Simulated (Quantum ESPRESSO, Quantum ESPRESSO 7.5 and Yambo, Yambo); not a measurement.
## A GW chain in Yambo: BeTe (F-43m)

Wanted: ground state, empty states, screening and self-energy for BeTe (F-43m).

Main program and level: Quantum ESPRESSO 7.5 and Yambo 5.3.0; PBE and many-body steps on it, plane waves.

The database entry behind the starting cell differs from later determinations by our own check (an axis about 1.5 % short against later determinations), so it need not match the best structure at ambient conditions.

### Step 1. The structure

Symmetry: F-43m, No. 216, cubic system. Conventional cell: a = 5.540 Å, b = 5.540 Å, c = 5.540 Å, α = 90.00°, β = 90.00°, γ = 90.00°. Nearest to Be lie 4 Te at 2.40 Å. Nearest to Te lie 4 Be at 2.40 Å. Farther neighbours and most contacts between anions are not listed.

The cell and positions come from the Crystallography Open Database and are kept as given unless a step says otherwise.

### Step 2. Ground state

This step: Quantum ESPRESSO 7.5; DFT, PBE with spin-orbit coupling, plane waves, norm-conserving pseudopotentials.

The ground-state density comes first.

Contents of pw.in:

```
&control
  calculation = 'scf'
  prefix = 'x'
  outdir = 'o'
  pseudo_dir = 'pseudo'
/
&system
  ibrav = 0
  nat = 2
  ntyp = 2
  ecutwfc = 76.0
  nbnd = 30
  force_symmorphic = .true.
  noncolin = .true.
  lspinorb = .true.
/
&electrons
  conv_thr = 1e-10
  electron_maxstep = 80
  mixing_beta = 0.5
/
ATOMIC_SPECIES
  Be 9.012 Be.upf
  Te 127.6 Te.upf
CELL_PARAMETERS angstrom
  0.0000000000 2.7700000000 2.7700000000
  2.7700000000 0.0000000000 2.7700000000
  2.7700000000 2.7700000000 -0.0000000000
ATOMIC_POSITIONS crystal
  Be 0.0000000000 0.0000000000 0.0000000000
  Te 0.2500000000 0.2500000000 0.2500000000
K_POINTS automatic
  6 6 6 0 0 0
```

On the command line:

```sh
OMP_NUM_THREADS=1 mpirun -n 4 pw.x -nk 4 -in pw.in > pw.out
```

The log of the run:

```text
Program PWSCF v.7.5 starts

     This program is part of the open-source Quantum ESPRESSO suite
     for quantum simulation of materials; please cite
         "P. Giannozzi et al., J. Phys.:Condens. Matter 21 395502 (2009);
         "P. Giannozzi et al., J. Phys.:Condens. Matter 29 465901 (2017);
         "P. Giannozzi et al., J. Chem. Phys. 152 154105 (2020);
     in publications or presentations arising from this work. More details at
     Message from routine setup:
     using ibrav=0 with symmetry is DISCOURAGED, use correct ibrav instead

     G-vector sticks info

     bravais-lattice index     =            0
     lattice parameter (alat)  =       7.4028  a.u.
     unit-cell volume          =     286.8573 (a.u.)^3
     number of atoms/cell      =            2
     number of atomic types    =            2
     number of electrons       =        20.00
     number of Kohn-Sham states=           30
     kinetic-energy cutoff     =      76.0000  Ry
     charge density cutoff     =     304.0000  Ry
     scf convergence threshold =      1.0E-10
     mixing beta               =       0.5000
     number of iterations used =            8  plain     mixing
     Exchange-correlation= PBE
                           (   1   4   3   4   0   0   0)
     Non magnetic calculation with spin-orbit

     celldm(1)=   7.402759  celldm(2)=   0.000000  celldm(3)=   0.000000
     celldm(4)=   0.000000  celldm(5)=   0.000000  celldm(6)=   0.000000

     crystal axes: (cart. coord. in units of alat)
               a(1) = (   0.000000   0.707107   0.707107 )
               a(2) = (   0.707107   0.000000   0.707107 )
               a(3) = (   0.707107   0.707107  -0.000000 )

     reciprocal axes: (cart. coord. in units 2 pi/alat)
               b(1) = ( -0.707107  0.707107  0.707107 )
               b(2) = (  0.707107 -0.707107  0.707107 )
               b(3) = (  0.707107  0.707107 -0.707107 )
     Pseudo is Norm-conserving, Zval =  4.0
     Generated using ONCVPSP code by D. R. Hamann
     Using radial grid of 1358 points,  6 beta functions with:
     Pseudo is Norm-conserving + core correction, Zval = 16.0
     Generated using ONCVPSP code by D. R. Hamann
     Using radial grid of 1324 points, 10 beta functions with:
     Be                4.00     9.01200     Be( 1.00)
     Te               16.00   127.60000     Te( 1.00)

     24 Sym. Ops. (no inversion) found

   Cartesian axes

     site n.     atom                  positions (alat units)
         1        Be     tau(   1) = (   0.0000000   0.0000000   0.0000000  )
         2        Te     tau(   2) = (   0.3535534   0.3535534   0.3535534  )

     number of k points=    16
                       cart. coord. in units 2pi/alat
        k(    1) = (   0.0000000   0.0000000   0.0000000), wk =   0.0046296
        k(    2) = (   0.1178511   0.1178511  -0.1178511), wk =   0.0370370
        k(    3) = (   0.2357023   0.2357023  -0.2357023), wk =   0.0370370
        k(    4) = (  -0.3535534  -0.3535534   0.3535534), wk =   0.0185185
        k(    5) = (   0.2357023   0.0000000  -0.0000000), wk =   0.0277778
        k(    6) = (   0.3535534   0.1178511  -0.1178511), wk =   0.1111111
        k(    7) = (  -0.2357023  -0.4714045   0.4714045), wk =   0.1111111
        k(    8) = (  -0.1178511  -0.3535534   0.3535534), wk =   0.1111111
        k(    9) = (   0.0000000  -0.2357023   0.2357023), wk =   0.0555556
        k(   10) = (   0.4714045   0.0000000  -0.0000000), wk =   0.0277778
     [... 4 further rows ...]
        k(   15) = (  -0.1178511  -0.3535534   0.5892557), wk =   0.1111111
        k(   16) = (  -0.7071068   0.2357023   0.0000000), wk =   0.0555556

     Dense  grid:    25749 G-vectors     FFT dimensions: (  45,  45,  45)

     Initial potential from superposition of free atoms

     starting charge      19.9996, renormalised to      20.0000
     Starting wfcs are   22 randomized atomic wfcs +    8 random wfcs

     per-process dynamical memory:    50.2 Mb

     Self-consistent Calculation

     iteration #  1     ecut=    76.00 Ry     beta= 0.50

     Threshold (ethr) on eigenvalues was too large:
     Diagonalizing with lowered threshold

     total energy              =    -237.57619122 Ry
     estimated scf accuracy    <       0.04009892 Ry

     iteration #  2     ecut=    76.00 Ry     beta= 0.50

     total energy              =    -237.57848797 Ry
     estimated scf accuracy    <       0.00448390 Ry

     iteration #  3     ecut=    76.00 Ry     beta= 0.50

     total energy              =    -237.57872864 Ry
     estimated scf accuracy    <       0.00032435 Ry

     iteration #  4     ecut=    76.00 Ry     beta= 0.50

     total energy              =    -237.57875437 Ry
     estimated scf accuracy    <       0.00001228 Ry

     iteration #  5     ecut=    76.00 Ry     beta= 0.50

     total energy              =    -237.57875567 Ry
     estimated scf accuracy    <       0.00000038 Ry

     iteration #  6     ecut=    76.00 Ry     beta= 0.50

     total energy              =    -237.57875574 Ry
     estimated scf accuracy    <       0.00000002 Ry

     iteration #  7     ecut=    76.00 Ry     beta= 0.50

     total energy              =    -237.57875574 Ry
     estimated scf accuracy    <          9.4E-10 Ry

     iteration #  8     ecut=    76.00 Ry     beta= 0.50

     total energy              =    -237.57875574 Ry
     estimated scf accuracy    <          2.6E-10 Ry

     iteration #  9     ecut=    76.00 Ry     beta= 0.50

     End of self-consistent calculation

          k = 0.0000 0.0000 0.0000 (  3143 PWs)   bands (ev):

   -91.8183 -91.8183 -28.7772 -28.7772 -28.7772 -28.7772 -27.3200 -27.3200
   -27.3107 -27.3107 -27.3107 -27.3107  -4.1780  -4.1780   7.7868   7.7868
     8.7424   8.7424   8.7424   8.7424  12.0074  12.0074  12.0738  12.0738
    12.0738  12.0738  12.6604  12.6604  17.0136  17.0136

          k = 0.1179 0.1179-0.1179 (  3224 PWs)   bands (ev):

   -91.8190 -91.8190 -28.7772 -28.7769 -28.7764 -28.7764 -27.3190 -27.3190
   -27.3108 -27.3108 -27.3098 -27.3096  -3.9004  -3.9004   6.2609   6.2609
     7.8000   7.8000   8.3019   8.3036  12.0370  12.0370  12.5807  12.5807
    12.6745  12.6882  14.5840  14.5840  17.6063  17.6065

          k = 0.2357 0.2357-0.2357 (  3203 PWs)   bands (ev):

   -91.8189 -91.8189 -28.7768 -28.7766 -28.7747 -28.7747 -27.3173 -27.3173
   -27.3108 -27.3108 -27.3079 -27.3076  -3.1969  -3.1969   3.7242   3.7242
     7.1904   7.1904   7.7046   7.7063  11.7884  11.7884  13.0454  13.0454
    13.1282  13.1405  16.4005  16.4005  18.1163  18.1165

          k =-0.3536-0.3536 0.3536 (  3214 PWs)   bands (ev):

     [... further k-points ...]

     highest occupied, lowest unoccupied level (ev):     8.7424   10.3071

!    total energy              =    -237.57875574 Ry
     estimated scf accuracy    <          2.4E-12 Ry

     The total energy is the sum of the following terms:
     one-electron contribution =    -113.47325410 Ry
     hartree contribution      =      58.94611124 Ry
     xc contribution           =     -54.12625016 Ry
     ewald contribution        =    -128.92536272 Ry

     convergence has been achieved in   9 iterations

     XML data file, charge density, pseudopotentials, collected wavefunctions

=------------------------------------------------------------------------------=
   JOB DONE.
=------------------------------------------------------------------------------=
```

The job ended after 19 s (4 MPI ranks of Arm Neoverse V1, shared host; peak memory 0.42 GiB; 75 s of CPU time).

Numbers from this step:

| Quantity | Value |
| --- | --- |
| total energy | -3232.4236 eV |
| gap | 1.565 eV |
| k of the valence top | 0, 0, 0 |
| k of the conduction bottom | 0, -0.5, -0.5 |
| least direct gap | 3.265 eV |

The gap is indirect, with the least direct gap 1.70 eV higher.

### Step 3. Bands along the symmetry lines

The cheap functional maps the bands first; the places of the edges decide which points the dearer methods must see.

Contents of pw.in:

```
&control
  calculation = 'bands'
  prefix = 'x'
  outdir = 'o'
  pseudo_dir = 'pseudo'
/
&system
  ibrav = 0
  nat = 2
  ntyp = 2
  ecutwfc = 76.0
  nbnd = 32
  force_symmorphic = .true.
  noncolin = .true.
  lspinorb = .true.
/
&electrons
  conv_thr = 1e-9
  electron_maxstep = 80
  diago_full_acc = .true.
  diago_thr_init = 5e-6
/
ATOMIC_SPECIES
  Be 9.012 Be.upf
  Te 127.6 Te.upf
CELL_PARAMETERS angstrom
  0.0000000000 2.7700000000 2.7700000000
  2.7700000000 0.0000000000 2.7700000000
  2.7700000000 2.7700000000 -0.0000000000
ATOMIC_POSITIONS crystal
  Be 0.0000000000 0.0000000000 0.0000000000
  Te 0.2500000000 0.2500000000 0.2500000000
K_POINTS crystal
  50
  0.00000000 0.00000000 0.00000000 1
  -0.06250000 -0.06250000 0.00000000 1
  -0.12500000 -0.12500000 0.00000000 1
  -0.18750000 -0.18750000 0.00000000 1
  -0.25000000 -0.25000000 0.00000000 1
  -0.31250000 -0.31250000 0.00000000 1
  -0.37500000 -0.37500000 0.00000000 1
  -0.43750000 -0.43750000 0.00000000 1
  -0.50000000 -0.50000000 0.00000000 1
  -0.48437500 -0.48437500 0.03125000 1
  -0.46875000 -0.46875000 0.06250000 1
  -0.45312500 -0.45312500 0.09375000 1
  -0.43750000 -0.43750000 0.12500000 1
  -0.42187500 -0.42187500 0.15625000 1
  -0.40625000 -0.40625000 0.18750000 1
  -0.39062500 -0.39062500 0.21875000 1
  -0.37500000 -0.37500000 0.25000000 1
  -0.37500000 0.00000000 0.37500000 1
  -0.32812500 0.00000000 0.32812500 1
  -0.28125000 0.00000000 0.28125000 1
  -0.23437500 0.00000000 0.23437500 1
  -0.18750000 0.00000000 0.18750000 1
  -0.14062500 0.00000000 0.14062500 1
  -0.09375000 0.00000000 0.09375000 1
  -0.04687500 0.00000000 0.04687500 1
  0.00000000 0.00000000 0.00000000 1
  0.00000000 0.00000000 0.06250000 1
  0.00000000 0.00000000 0.12500000 1
  0.00000000 0.00000000 0.18750000 1
  0.00000000 0.00000000 0.25000000 1
  0.00000000 0.00000000 0.31250000 1
  0.00000000 0.00000000 0.37500000 1
  0.00000000 0.00000000 0.43750000 1
  -0.00000000 -0.00000000 0.50000000 1
  -0.06250000 -0.03125000 0.46875000 1
  -0.12500000 -0.06250000 0.43750000 1
  -0.18750000 -0.09375000 0.40625000 1
  -0.25000000 -0.12500000 0.37500000 1
  -0.31250000 -0.15625000 0.34375000 1
  -0.37500000 -0.18750000 0.31250000 1
  -0.43750000 -0.21875000 0.28125000 1
  -0.50000000 -0.25000000 0.25000000 1
  -0.50000000 -0.28125000 0.21875000 1
  -0.50000000 -0.31250000 0.18750000 1
  -0.50000000 -0.34375000 0.15625000 1
  -0.50000000 -0.37500000 0.12500000 1
  -0.50000000 -0.40625000 0.09375000 1
  -0.50000000 -0.43750000 0.06250000 1
  -0.50000000 -0.46875000 0.03125000 1
  -0.50000000 -0.50000000 0.00000000 1
```

The log of the run:

```text
[banner, memory and clock lines left out]
Program PWSCF v.7.5 starts

     Atomic positions and unit cell read from directory:
     o/x.save/

     Message from routine setup:
     using ibrav=0 with symmetry is DISCOURAGED, use correct ibrav instead

     G-vector sticks info

     bravais-lattice index     =            0
     lattice parameter (alat)  =       7.4028  a.u.
     unit-cell volume          =     286.8573 (a.u.)^3
     number of atoms/cell      =            2
     number of atomic types    =            2
     number of electrons       =        20.00
     number of Kohn-Sham states=           32
     kinetic-energy cutoff     =      76.0000  Ry
     charge density cutoff     =     304.0000  Ry
     Exchange-correlation= PBE
                           (   1   4   3   4   0   0   0)
     Non magnetic calculation with spin-orbit

     celldm(1)=   7.402759  celldm(2)=   0.000000  celldm(3)=   0.000000
     celldm(4)=   0.000000  celldm(5)=   0.000000  celldm(6)=   0.000000

     crystal axes: (cart. coord. in units of alat)
               a(1) = (   0.000000   0.707107   0.707107 )
               a(2) = (   0.707107   0.000000   0.707107 )
               a(3) = (   0.707107   0.707107  -0.000000 )

     reciprocal axes: (cart. coord. in units 2 pi/alat)
               b(1) = ( -0.707107  0.707107  0.707107 )
               b(2) = (  0.707107 -0.707107  0.707107 )
               b(3) = (  0.707107  0.707107 -0.707107 )
     Pseudo is Norm-conserving, Zval =  4.0
     Generated using ONCVPSP code by D. R. Hamann
     Using radial grid of 1358 points,  6 beta functions with:
     Pseudo is Norm-conserving + core correction, Zval = 16.0
     Generated using ONCVPSP code by D. R. Hamann
     Using radial grid of 1324 points, 10 beta functions with:
     Be                4.00     9.01200     Be( 1.00)
     Te               16.00   127.60000     Te( 1.00)

     24 Sym. Ops. (no inversion) found

   Cartesian axes

     site n.     atom                  positions (alat units)
         1        Be     tau(   1) = (   0.0000000   0.0000000   0.0000000  )
         2        Te     tau(   2) = (   0.3535534   0.3535534   0.3535534  )

     number of k points=    50
                       cart. coord. in units 2pi/alat
        k(    1) = (   0.0000000   0.0000000   0.0000000), wk =   0.0200000
        k(    2) = (   0.0000000   0.0000000  -0.0883883), wk =   0.0200000
        k(    3) = (   0.0000000   0.0000000  -0.1767767), wk =   0.0200000
[...]
[... 38 further rows ...]
        k(   49) = (   0.0441942  -0.0000000  -0.7071068), wk =   0.0200000
        k(   50) = (   0.0000000   0.0000000  -0.7071068), wk =   0.0200000

     Dense  grid:    25749 G-vectors     FFT dimensions: (  45,  45,  45)

     The potential is recalculated from file :
     o/x.save/charge-density

     Starting wfcs are   22 randomized atomic wfcs +   10 random wfcs

     Band Structure Calculation

     End of band structure calculation

          k = 0.0000 0.0000 0.0000 (  3143 PWs)   bands (ev):

   -91.8183 -91.8183 -28.7772 -28.7772 -28.7772 -28.7772 -27.3200 -27.3200
   -27.3107 -27.3107 -27.3107 -27.3107  -4.1780  -4.1780   7.7868   7.7868
     8.7424   8.7424   8.7424   8.7424  12.0074  12.0074  12.0738  12.0738
[...]
k = 0.0000 0.0000-0.0884 (  3195 PWs)   bands (ev):

[...]
k = 0.0000 0.0000-0.1768 (  3203 PWs)   bands (ev):

[...]
k =-0.0000 0.0000-0.2652 (  3211 PWs)   bands (ev):

[...]
k = 0.0000 0.0000-0.3536 (  3207 PWs)   bands (ev):

[...]
k = 0.0000-0.0000-0.4419 (  3210 PWs)   bands (ev):

[...]
k =-0.0000 0.0000-0.5303 (  3206 PWs)   bands (ev):

[...]
k = 0.0000-0.0000-0.6187 (  3226 PWs)   bands (ev):

[...]
k = 0.5303-0.0000-0.5303 (  3200 PWs)   bands (ev):

[...]
k = 0.0000 0.0000 0.0000 (  3143 PWs)   bands (ev):

[...]
k = 0.1326 0.0000-0.7071 (  3222 PWs)   bands (ev):

[...]
k = 0.0884-0.0000-0.7071 (  3222 PWs)   bands (ev):

[...]
k = 0.0442-0.0000-0.7071 (  3242 PWs)   bands (ev):

[...]
k = 0.0000 0.0000-0.7071 (  3250 PWs)   bands (ev):

[...]
5.4179   5.4179   5.8180   5.8180  10.3071  10.3071  11.0645  11.0645
    18.3592  18.3592  18.7186  18.7186  20.4349  20.4349  21.9987  21.9989

     XML data file, pseudopotentials, collected wavefunctions
```

It took 21 s on 4 MPI ranks; peak memory 0.3 GiB.

Numbers from this step:

| Property | Result |
| --- | --- |
| gap | 1.565 eV |
| k of the valence top | 0, 0, 0 |
| k of the conduction bottom | -0.5, -0.5, 0 |
| least direct gap | 3.265 eV |

The gap is 1.565 eV, as in the run before at this level.

Electronic bands along the path, in eV, zero at the top of the highest filled band:

```tsv
point	band 17	band 18	band 19	band 20	band 21	band 22	band 23	band 24
Γ	0.00	0.00	0.00	0.00	3.27	3.27	3.33	3.33
halfway	-2.27	-2.27	-1.89	-1.89	2.25	2.25	4.16	4.16
X	-3.32	-3.32	-2.92	-2.92	1.56	1.56	2.32	2.32
halfway	-3.77	-3.64	-2.97	-2.95	1.92	1.93	2.99	3.06
U	-4.60	-4.32	-2.68	-2.66	2.34	2.36	5.00	5.09
jump to K	-4.60	-4.32	-2.68	-2.66	2.34	2.36	5.00	5.09
halfway	-2.81	-2.67	-1.00	-0.99	3.87	3.88	4.40	4.42
Γ	0.00	0.00	0.00	0.00	3.27	3.27	3.33	3.33
halfway	-1.29	-1.29	-0.77	-0.77	3.16	3.16	4.18	4.18
L	-1.78	-1.78	-1.27	-1.27	2.94	2.94	4.27	4.27
halfway	-3.47	-3.33	-2.37	-2.26	3.90	3.93	4.11	4.26
W	-4.54	-4.08	-3.72	-3.67	4.99	5.02	5.26	5.28
halfway	-3.83	-3.65	-3.37	-3.34	2.67	2.67	3.30	3.37
X	-3.32	-3.32	-2.92	-2.92	1.56	1.56	2.32	2.32
```

(Part 1 of 3 ends here.)

[Paths, hosts, dates, memory and timing lines, banners, echoed tables and standing remarks are left out of the program output.]

[Logs are printed without paths, hosts, clocks, repeated set-up lines and the standing remarks that a program may print on its own settings, such as how far it seeks lower states.]

[Runs of the session that timed out or met a known fault of the program may be left out.]

[Hosts, paths, dates, database ids (printed as entryN), source tags and the programs' standing remarks are cut or masked in the printed files.]
